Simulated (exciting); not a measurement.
Crystal: AlRu.

```
Ru Al
1.0
     2.99160    0.00000    0.00000
     0.00000    2.99160    0.00000
     0.00000    0.00000    2.99160
Ru Al
1 1
Direct
  0.50000 0.50000 0.50000
  0.00000 0.00000 0.00000
```

```yaml
Program: exciting (release sodium)
Task: single point
Functional: PBEsol
Potentials_or_basis: all-electron LAPW+lo, shipped species files, valence relativity iora*
rgkmax: 7.8
k_mesh: 9 × 9 × 9
Occupations: fermi-dirac, width 0.05 eV
Spin: no spin polarisation
gmaxvr_cutoff_of_density_and_potential: 14 1/bohr
lmaxapw_and_lmaxmat: 10
lmaxvr: 8
nempty: 14
Valence_relativity: iora*
epsengy: 1e-05 Ha
epspot: 1e-05 Ha
maxscl: 60
Muffin-tin_radii: Ru 2.3, Al 2.0 bohr
```

On this cell: largest force zero by symmetry; band gap on the k mesh none (metal or under the smearing width).

The same run follows on a disturbed copy (atoms moved at random, drawn with an rms of 0.05 Å):

```
CELL_PARAMETERS angstrom
2.99160 0.00000 0.00000
0.00000 2.99160 0.00000
0.00000 0.00000 2.99160
ATOMIC_POSITIONS crystal
Ru 0.49700 0.51102 0.48780
Al 0.99568 0.99117 0.01002
```

Task: What does the disturbed cell give?

Result: The energy (extrapolated to zero smearing) moves by +15.3 meV/atom; largest force 0.692 eV/Å; band gap on the k mesh none (metal or under the smearing width).

Forces on the atoms (eV/Å):
```
Ru  -0.031 -0.461  0.515
Al   0.031  0.461 -0.515
```

Caveats: the free energy is that total less TS from the occupations.
